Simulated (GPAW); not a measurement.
# Pb (Im-3m) in GPAW: convergence with bands over the usual count

Aim: find how far bands over the usual count must go before the results for Pb settle, at PBE. This setting moves, with any that are tied to it; all else stays.

All numbers are computed with GPAW 26.7.0; they aren't measurements. Logs are shortened: lines on timing, memory, paths and dates and some standing lists are left out, and cuts for length are marked. The log counts tension as positive stress, the text compression.

### Step 1. The structure

Symmetry: Im-3m, No. 229, cubic system. Conventional cell: a = 3.959 Å, b = 3.959 Å, c = 3.959 Å, α = 90.00°, β = 90.00°, γ = 90.00°. Around Pb (site symmetry m-3m) lie 8 Pb at 3.43 Å.

This isn't the form of Pb at room conditions, which is fcc.

### Step 2. With bands over the usual count 0.72

The input, run.py:

```python
from ase.dft.bandgap import bandgap
from ase.io import read, write
from ase.units import GPa
from gpaw import GPAW, PW

atoms = read('POSCAR')

calc = GPAW(mode=PW(600),
            xc='PBE',
            kpts={'size': (9, 9, 9), 'gamma': True},
            occupations={'name': 'fermi-dirac', 'width': 0.05},
            nbands=10,
            convergence={'density': 1e-05, 'energy': 1e-05},
            maxiter=100,
            txt='gpaw.txt')
atoms.calc = calc
energy = atoms.get_potential_energy()
forces = atoms.get_forces()
stress = atoms.get_stress()
calc.write('gs.gpw')
write('result.traj', atoms)
print(f'Energy: {energy:.6f} eV')
print('Forces (eV/A):')
print(forces.round(4))
print('Stress (GPa):', (stress / GPa).round(3))
print('Fermi level:', round(calc.get_fermi_level(), 4), 'eV')
print(f'Gap: {bandgap(calc)[0]:.4f} eV, direct: {bandgap(calc, direct=True)[0]:.4f} eV')
```

The input, POSCAR:

```
Pb
1.0
   -1.9796595667      1.9796595667      1.9796595667
    1.9796595667     -1.9796595667      1.9796595667
    1.9796595667      1.9796595667     -1.9796595667
Pb
1
Direct
    0.0000000000      0.0000000000      0.0000000000
```

Potentials or basis: GPAW PAW data sets (gpaw-data 1.2.1), pw.

The run is started by

```console
$ OMP_NUM_THREADS=1 python run.py
```

Wall time 7.2 s (1 thread of Intel Xeon Platinum 8259CL at 2.50GHz (Skylake/Cascade Lake), shared host); peak memory 0.14 GiB.

Results:

```
Free energy            : -3.7597 eV
Pressure               : 0.5 GPa
Band gap on the k mesh : none (metal or under the smearing width)
```

### Step 3. With bands over the usual count 0.8

run.py, as its differences from that of step 2:

```diff
@@ -11,3 +11,3 @@
             occupations={'name': 'fermi-dirac', 'width': 0.05},
-            nbands=10,
+            nbands=11,
             convergence={'density': 1e-05, 'energy': 1e-05},
```

POSCAR is that of step 2.

Potentials or basis: GPAW PAW data sets (gpaw-data 1.2.1), pw.

The run is started by

```console
$ OMP_NUM_THREADS=1 python run.py
```

Wall time 8.2 s (1 thread of Intel Xeon Platinum 8259CL at 2.50GHz (Skylake/Cascade Lake), shared host); peak memory 0.14 GiB.

The run converged. Its results:

| Item | Value |
| --- | --- |
| Free energy | -3.7597 eV |
| Pressure | 0.5 GPa |
| Band gap on the k mesh | none (metal or under the smearing width) |

### Step 4. With bands over the usual count 0.9

run.py, as its differences from that of step 3:

```diff
@@ -11,3 +11,3 @@
             occupations={'name': 'fermi-dirac', 'width': 0.05},
-            nbands=11,
+            nbands=13,
             convergence={'density': 1e-05, 'energy': 1e-05},
```

POSCAR is that of step 3.

The run is started by

```console
$ OMP_NUM_THREADS=1 python run.py
```

Run time: 8.5 s. Hardware: 1 thread of Intel Xeon Platinum 8259CL at 2.50GHz (Skylake/Cascade Lake), shared host; peak memory 0.14 GiB.

The run converged. Its results:

```
Free energy            : -3.7597 eV
Pressure               : 0.5 GPa
Band gap on the k mesh : none (metal or under the smearing width)
```

### Step 5. With bands over the usual count 1

run.py, as its differences from that of step 4:

```diff
@@ -11,3 +11,3 @@
             occupations={'name': 'fermi-dirac', 'width': 0.05},
-            nbands=13,
+            nbands=14,
             convergence={'density': 1e-05, 'energy': 1e-05},
```

POSCAR is that of step 4.

The run is started by

```console
$ OMP_NUM_THREADS=1 python run.py
```

Wall time 8.5 s (1 thread of Intel Xeon Platinum 8259CL at 2.50GHz (Skylake/Cascade Lake), shared host); peak memory 0.14 GiB.

The run converged. Its results:

| Item | Value |
| --- | --- |
| Free energy | -3.7597 eV |
| Pressure | 0.5 GPa |
| Band gap on the k mesh | none (metal or under the smearing width) |

### Step 6. With bands over the usual count 1.3

run.py, as its differences from that of step 5:

```diff
@@ -11,3 +11,3 @@
             occupations={'name': 'fermi-dirac', 'width': 0.05},
-            nbands=14,
+            nbands=18,
             convergence={'density': 1e-05, 'energy': 1e-05},
```

POSCAR is that of step 5.

Potentials or basis: GPAW PAW data sets (gpaw-data 1.2.1), pw.

The run is started by

```console
$ OMP_NUM_THREADS=1 python run.py
```

It took 11 s on 1 thread of Intel Xeon Platinum 8259CL at 2.50GHz (Skylake/Cascade Lake), shared host; peak memory 0.14 GiB.

Results (log left out):

| Property | Result |
| --- | --- |
| Free energy | -3.7597 eV |
| Pressure | 0.5 GPa |
| Band gap on the k mesh | none (metal or under the smearing width) |

### Step 7. With bands over the usual count 1.7

run.py, as its differences from that of step 6:

```diff
@@ -11,3 +11,3 @@
             occupations={'name': 'fermi-dirac', 'width': 0.05},
-            nbands=18,
+            nbands=24,
             convergence={'density': 1e-05, 'energy': 1e-05},
```

POSCAR is that of step 6.

The run is started by

```console
$ OMP_NUM_THREADS=1 python run.py
```

Run time: 14 s. Hardware: 1 thread of Intel Xeon Platinum 8259CL at 2.50GHz (Skylake/Cascade Lake), shared host; peak memory 0.14 GiB.

Results (log left out):

| Property | Result |
| --- | --- |
| Free energy | -3.7597 eV |
| Pressure | 0.5 GPa |
| Band gap on the k mesh | none (metal or under the smearing width) |

### Step 8. With bands over the usual count 2.5

run.py, as its differences from that of step 7:

```diff
@@ -11,3 +11,3 @@
             occupations={'name': 'fermi-dirac', 'width': 0.05},
-            nbands=24,
+            nbands=35,
             convergence={'density': 1e-05, 'energy': 1e-05},
```

POSCAR is that of step 7.

Potentials or basis: GPAW PAW data sets (gpaw-data 1.2.1), pw.

The run is started by

```console
$ OMP_NUM_THREADS=1 python run.py
```

gpaw.txt:

```text
__  _  _
 | _ |_)|_||  |
 |__||  | ||/\| - 26.7.0

Input parameters:
  mode=PW(ecut=600.0),
  convergence={'density': 1e-05, 'energy': 1e-05},
  kpts=MonkhorstPack(size=(9, 9, 9), gamma=True),
  maxiter=100,
  nbands=35,
  occupations=Occupations(name='fermi-dirac', width=0.05),
  xc=XC(name='PBE')

Diagonalizing LCAO Hamiltonian
Converting LCAO to pw mode

       Pb

Atoms  # Å, Bohr magnetons
|   | symbol |        x |        y |        z |    initial magnetic moments |
|---|--------|----------|----------|----------|-----------------------------|
| 0 |     Pb | 0.000000 | 0.000000 | 0.000000 | ( 0.0000,  0.0000,  0.0000) |

Unit cell  # Å
| periodic |         x |         y |         z |  lengths |     angles |
|----------|-----------|-----------|-----------|----------|------------|
|      yes | -1.979660 |  1.979660 |  1.979660 | 3.428871 | 109.471221 |
|      yes |  1.979660 | -1.979660 |  1.979660 | 3.428871 | 109.471221 |
|      yes |  1.979660 |  1.979660 | -1.979660 | 3.428871 | 109.471221 |

Number of symmetries: 48
Symmetry operations  # r_c * U_cc + t_c -> r_c
|    | kind |            matrix            |
|----|------|------------------------------|
|  0 |  σ   |  1, 1, 1,  0, 0,-1,  0,-1, 0 |
|  1 |  C4  |  1, 1, 1,  0, 0,-1, -1, 0, 0 |
|  2 |  C2  |  1, 1, 1,  0,-1, 0,  0, 0,-1 |
|  3 |  S6  |  1, 1, 1,  0,-1, 0, -1, 0, 0 |
|  4 |  S6  |  1, 1, 1, -1, 0, 0,  0, 0,-1 |
|  5 |  C4  |  1, 1, 1, -1, 0, 0,  0,-1, 0 |
|  6 |  E   |  1, 0, 0,  0, 1, 0,  0, 0, 1 |
|  7 |  σ   |  1, 0, 0,  0, 1, 0, -1,-1,-1 |
|  8 |  σ   |  1, 0, 0,  0, 0, 1,  0, 1, 0 |
|  9 |  C3  |  1, 0, 0,  0, 0, 1, -1,-1,-1 |
| 10 |  C3  |  1, 0, 0, -1,-1,-1,  0, 1, 0 |
| 11 |  σ   |  1, 0, 0, -1,-1,-1,  0, 0, 1 |
| 12 |  σ   |  0, 1, 0,  1, 0, 0,  0, 0, 1 |
| 13 |  C2  |  0, 1, 0,  1, 0, 0, -1,-1,-1 |
| 14 |  C3  |  0, 1, 0,  0, 0, 1,  1, 0, 0 |
| 15 |  S4  |  0, 1, 0,  0, 0, 1, -1,-1,-1 |
| 16 |  S4  |  0, 1, 0, -1,-1,-1,  1, 0, 0 |
| 17 |  C3  |  0, 1, 0, -1,-1,-1,  0, 0, 1 |
| 18 |  C3  |  0, 0, 1,  1, 0, 0,  0, 1, 0 |
| 19 |  S4  |  0, 0, 1,  1, 0, 0, -1,-1,-1 |
[... 114 lines left out ...]
  Good broyden scale: 1.0
  Trust region scale: 1.0
  Backstep threshold: 4.0
  History deletion threshold: 6.0
  Fourier metric: weight=20.0, sigma=0.015

occupation numbers:
  Fermi-Dirac:
    width: 0.0500  # eV

poisson solver:
  ecut: 4800.0  # eV

xc functional:
  name: PBE with 2 nearest neighbor stencil

convergence criteria:
- Maximum integral of absolute [dens]ity change: 1e-05 electrons / valence electron
- Maximum [total energy] change in last 3 cyles: 1e-05 eV / valence electron
- Maximum integral of absolute [eigenst]ate change: 4e-08 eV^2 / valence electron
maximum number of iterations: 100

SCF iterations
|iter     | |      energy | eigst |  dens |
|---------|-|-------------|-------|-------|
|iter:   1| |   -3.769264 | -0.38 |       |
|iter:   2| |   -3.769816 | -2.81 | -1.76 |
|iter:   3| |   -3.756820 | -3.19 | -1.79 |
|iter:   4| |   -3.757019 | -4.10 | -2.34 |
|iter:   5| |   -3.757137 | -4.62 | -2.78 |
|iter:   6| |   -3.757141c| -6.50 | -3.89 |
|iter:   7| |   -3.757142c| -7.00 | -4.34 |
|iter:   8| |   -3.757142c| -8.62c| -5.39c|

Converged in 8 steps
Energy contributions relative to reference atoms: (reference = -567274.463364)

Energy contributions:
  Kinetic:           7.892620
  Coulomb:          -7.992164
  Zero:              0.002317
  External:          0.000000
  Xc:               -3.657339
  Entropy:          -0.005152
  Spinorbit:         0.000000
  ----------------------------
  Free energy:      -3.759718
  Extrapolated:     -3.757142

dipole moment: (-8.354747, -8.354747, -8.354747)  # |e|*Ang

Fermi level: 7.391
Eigenvalues  # (at kpt = [0.000, 0.000, 0.000])
| band index |      eig [eV] | occ [0-2] |
|------------|---------------|-----------|
|          0 |        -9.764 |     2.000 |
|          1 |        -9.764 |     2.000 |
|          2 |        -9.764 |     2.000 |
|          3 |        -9.540 |     2.000 |
|          4 |        -9.540 |     2.000 |
|          5 |        -4.194 |     2.000 |
|          6 |        14.753 |     0.000 |
|          7 |        14.753 |     0.000 |
|          8 |        14.753 |     0.000 |
|          9 |        18.510 |     0.000 |
|         10 |        18.510 |     0.000 |
|         11 |        18.510 |     0.000 |
|         12 |        18.977 |     0.000 |
|         13 |        20.616 |     0.000 |
|        ... |               |           |
|         34 |        54.115 |     0.000 |

No gap
No difference between direct/indirect transitions

Forces  # eV/Ang
|       x |       y |       z |
|---------|---------|---------|
| 0.00000 | 0.00000 | 0.00000 |  # Pb   0

Stress tensor  # eV/Ang^3
|         x |         y |         z |
|-----------|-----------|-----------|
| -0.003257 | -0.000000 |  0.000000 |
| -0.000000 | -0.003257 |  0.000000 |
|  0.000000 |  0.000000 | -0.003257 |

# Writing to gs.gpw (mode='')
```

stdout:

```text
Energy: -3.757142 eV
Forces (eV/A):
[[0. 0. 0.]]
Stress (GPa): [-0.522 -0.522 -0.522  0.     0.    -0.   ]
Fermi level: 7.3915 eV
Gap: 0.0000 eV, direct: 0.0000 eV
```

Wall time 28 s (1 thread of Intel Xeon Platinum 8259CL at 2.50GHz (Skylake/Cascade Lake), shared host); peak memory 0.15 GiB.

What came out:

```yaml
Free_energy: -3.7597 eV
Pressure: 0.5 GPa
Band_gap_on_the_k_mesh: none (metal or under the smearing width)
```

### Step 9. Result

| bands over the usual count | energy less the tightest run, at zero smearing (meV/atom) | SCF cycles | CPU time (s) | peak memory (GiB) |
| --- | --- | --- | --- | --- |
| 0.72 | 0.00 | 8 | 7.2 | 0.14 |
| 0.8 | 0.00 | 8 | 8.2 | 0.14 |
| 0.9 | 0.00 | 8 | 8.5 | 0.14 |
| 1 | 0.00 | 8 | 8.5 | 0.14 |
| 1.3 | 0.00 | 8 | 11 | 0.14 |
| 1.7 | 0.00 | 8 | 14 | 0.14 |
| 2.5 | 0.00 | 8 | 27 | 0.15 |

Against the tightest run, the energy stays within 1 meV/atom from 0.72 on. The tightest run that finished is the yardstick and may itself not be fully converged.
